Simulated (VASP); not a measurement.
AlN in VASP 6.6.1, relaxation

INCAR

```
LREAL = .FALSE.
IBRION = 2
ENCUT = 600
PREC = Low
NBANDS = 11
GGA = PE
LWAVE = .FALSE.
EDIFFG = -5E-3
NELM = 120
LASPH = .TRUE.
SIGMA = 0.02
EDIFF = 1E-7
ISMEAR = -1
NELECT = 8.5
ISIF = 3
LCHARG = .FALSE.
NSW = 40
```

KPOINTS

```
KPOINTS created by Atomic Simulation Environment
0
Gamma
10 10 10
0 0 0
```

POSCAR

```
Al N
 1.0000000000000000
     0.0000000000000000    1.9166909999999999    1.9166909999999999
     1.9166909999999999    0.0000000000000000    1.9166909999999999
     1.9166909999999999    1.9166909999999999    0.0000000000000000
 Al  N
   1   1
Cartesian
  0.0000000000000000  0.0000000000000000  0.0000000000000000
  1.9166909999999999  1.9166909999999999  1.9166909999999999
```

The recommended PBE PAW datasets give the neutral cell 8 valence electrons.

Command

```
mpirun -np 1 vasp_std
```

**Question.** How does this run end, and what does it give?

**Answer.** It converged. Results: relaxed cell vector lengths 3.325, 3.325, 3.325 Å; relaxed cell volume 25.99 Å³.

OSZICAR

```
N       E                     dE             d eps       ncg     rms          rms(c)
DAV:   1     0.277005533944E+02    0.27701E+02   -0.46444E+03  1050   0.743E+02
DAV:   2    -0.575262530409E+01   -0.33453E+02   -0.32318E+02  1259   0.184E+02
DAV:   3    -0.666263821702E+01   -0.91001E+00   -0.90764E+00  1255   0.266E+01
DAV:   4    -0.666652807902E+01   -0.38899E-02   -0.38896E-02  1148   0.188E+00
DAV:   5    -0.666656085783E+01   -0.32779E-04   -0.32780E-04  1243   0.166E-01    0.863E+00
DAV:   6    -0.472852895108E+01    0.19380E+01   -0.79628E+00  1179   0.175E+01    0.305E+00
DAV:   7    -0.469687316875E+01    0.31656E-01   -0.19716E-01  1164   0.351E+00    0.197E+00
DAV:   8    -0.468145857681E+01    0.15415E-01   -0.93978E-03  1091   0.933E-01    0.398E-01
DAV:   9    -0.468131995915E+01    0.13862E-03   -0.23649E-04  1187   0.123E-01    0.161E-01
DAV:  10    -0.468133529457E+01   -0.15335E-04   -0.32440E-05  1231   0.452E-02    0.278E-02
...
DAV:   6    -0.889283080141E+01   -0.13739E-06   -0.10955E-07   529   0.188E-03    0.886E-03
DAV:   7    -0.889283079602E+01    0.53965E-08   -0.60077E-09   526   0.691E-04
   5 F= -.88928308E+01 E0= -.88924668E+01  d E =-.120962E-03
       N       E                     dE             d eps       ncg     rms          rms(c)
DAV:   1    -0.889287483050E+01   -0.44029E-04   -0.69224E-04  1043   0.179E-01    0.417E-02
DAV:   2    -0.889284348050E+01    0.31350E-04   -0.25948E-04  1073   0.749E-02    0.119E-02
DAV:   3    -0.889284210797E+01    0.13725E-05   -0.95936E-06  1064   0.186E-02    0.959E-03
DAV:   4    -0.889284177580E+01    0.33217E-06   -0.50246E-07  1085   0.394E-03    0.901E-03
DAV:   5    -0.889284172082E+01    0.54983E-07   -0.11654E-07   529   0.185E-03
   6 F= -.88928417E+01 E0= -.88924771E+01  d E =-.131887E-03
```

```tsv
ionic step	ΔE (meV/atom)	volume (Å³)	largest force (eV/Å)	pressure (GPa)	electronic steps
1	0.0	14.08	0.000	170.25	12
2	-1712.6	35.50	0.000	-21.34	11
3	-2105.5	25.80	0.000	0.81	10
4	-2105.7	26.08	0.000	-0.45	7
5	-2105.7	25.96	0.000	0.11	7
6	-2105.8	25.99	0.000	-0.02	5
```

The cell is charged and sits in a uniform background. The volume moved far on the plane waves of the start cell, so a restart from CONTCAR is due.

For comparison, a separate PBE relaxation on usual settings, not on those above, ends at 16.83 Å³.
